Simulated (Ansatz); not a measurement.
**Understanding GdN in the PbO-type structure from first principles**

Method: PBE, scalar-relativistic; collinear spin; PAW, 420 eV, 8×8×10 k-mesh, Gaussian smearing of 0.05 eV; code Ansatz. The datasets are Ansatz's generated set soft_2.

This is a trial structure; measured cells of the compound in the Crystallography Open Database are in space group Fm-3m (rock salt).

The relaxed structure (symmetry read at 0.01 Å). Symmetry: P4/nmm, No. 129, tetragonal system. Conventional cell: a = 4.294 Å, b = 4.294 Å, c = 3.567 Å, α = 90.00°, β = 90.00°, γ = 90.00°. Gd (site symmetry 4mm) is surrounded by 4 N at 2.32 Å. N (site symmetry -4m2) is surrounded by 4 Gd at 2.32 Å. (Shells end 15 % past the nearest neighbour.)

Results at this level of theory:

| Item | Value |
| --- | --- |
| Volume | 16.44 Å³/atom |
| Band gap | 0.90 eV |
| Smallest direct gap | 1.14 eV (over both spins) |
| Magnetic state | antiferromagnetic |
| Site spin moments | Gd 6.75, -6.75 μB |
| Spin moment of the cell | 0.00 μB |
| Bader charges | Gd 1.68; N -1.68 e |
| f electrons (orthogonalised atomic orbitals) | Gd 7.16 |
| Formation energy from the elements (0 K, uncorrected) | -1.20 eV/atom |

Formal charges Gd³⁺, N³⁻ leave Gd³⁺ with an open 4f⁷ shell. A part-filled shell gives a gap only if something splits it: here on each such atom exchange fills one spin channel and leaves the other empty, so the half-filled shell acts almost as a closed one, and the gap is 0.90 eV.

It is indirect: 0.90 eV, against 1.14 eV for the smallest direct gap. Within 0.6 eV of the edges the projected states are 76 % N 2p at the top of the valence band and 32 % Gd 5d at the bottom of the conduction band. The conduction edge mixes several shells, so no single label fits the gap.

Hund's first rule gives Gd³⁺ with 7 f electrons 7 unpaired spins, a spin moment of 7 μB; the run has 6.75 μB on Gd (atomic spheres) and 7.16 f electrons on orthogonalised orbitals. The moment is close to the ion's, so in this run the shell is localised and nearly fully polarised.

Bader charges against formal ones: Gd +1.68 (+3), N −1.68 (−3). The cations give up 56 % of the formal charge; Bader charges stay under formal ones because the anions' density reaches into the cations' basins, the more so the higher the formal charge and the softer the anion.

Semilocal functionals without a U place occupied f levels too high and empty ones too low, so gaps that touch them come out too small. For elements this heavy, spin–orbit coupling would shift levels and gaps; it isn't included here. The run wasn't fully tested for a lower electronic state. Site moments are of spin, integrated over atomic spheres.
